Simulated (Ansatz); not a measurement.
SiO2 (Stishovite), computed twice by G0W0.

The structure is tetragonal, space group P4_2/mnm (No. 136). Conventional cell: a = 4.177 Å, b = 4.177 Å, c = 2.665 Å, α = 90.00°, β = 90.00°, γ = 90.00°. Si has 6 O at 1.76 to 1.81 Å nearest. O has 3 Si at 1.76 to 1.81 Å nearest. Farther neighbours and most contacts between anions are not listed.

```cif
data_structure
_symmetry_space_group_name_H-M 'P 1'
_symmetry_Int_Tables_number 1
_cell_length_a 4.1773
_cell_length_b 4.1773
_cell_length_c 2.6652
_cell_angle_alpha 90.000
_cell_angle_beta 90.000
_cell_angle_gamma 90.000
_cell_volume 46.51
loop_
_atom_site_label
_atom_site_type_symbol
_atom_site_fract_x
_atom_site_fract_y
_atom_site_fract_z
_atom_site_occupancy
Si1 Si 0.00000 0.00000 0.00000 1
Si2 Si 0.50000 0.50000 0.50000 1
O3 O 0.30590 0.30590 0.00000 1
O4 O 0.19410 0.80590 0.50000 1
O5 O 0.69410 0.69410 0.00000 1
O6 O 0.80590 0.19410 0.50000 1
```

The cell and positions come from the Crystallography Open Database and are kept as given unless a step says otherwise. PAW set soft_2, made with PBE.

The first (Ansatz 0.2.0; start PBE, 4×4×6 mesh, 368 empty bands, screening to 230 eV, plasmon pole; 1 × NVIDIA H100 80GB HBM3 (shared by 6 runs) with 3 threads of AMD EPYC 7R13 (Zen 3), shared host) gave, on its mesh: starting gap 5.64 eV, G0W0 gap 8.56 eV, RPA ε∞ (mean) 3.27, 21 s.

Q: The second changes start from PBE to LDA and frequency model from plasmon pole to contour deformation. What does it give?

It gave: starting gap 5.61 eV, G0W0 gap 8.60 eV, RPA ε∞ (mean) 3.34, 17 s. The G0W0 gap moves by +0.04 eV, −0.02 eV from the start and +0.06 eV from the correction. Σc changes by −0.16 eV at the valence top and −0.15 eV at the conduction bottom, and Σx − Vxc between them by +0.05 eV.

Limits: not at the basis limit; coarse k mesh.

[Paths, hosts, dates, memory and timing lines, banners, echoed tables and standing remarks are left out of the program output.]

[Logs are printed without paths, hosts, clocks, repeated set-up lines and the standing remarks that a program may print on its own settings, such as how far it seeks lower states.]

[Runs of the session that timed out or met a known fault of the program may be left out.]

[Cells called generated may have been cut or substituted from an entry of the Crystallography Open Database or the Materials Project.]

[Hosts, paths, dates, database ids (printed as entryN), source tags and the programs' standing remarks are cut or masked in the printed files.]
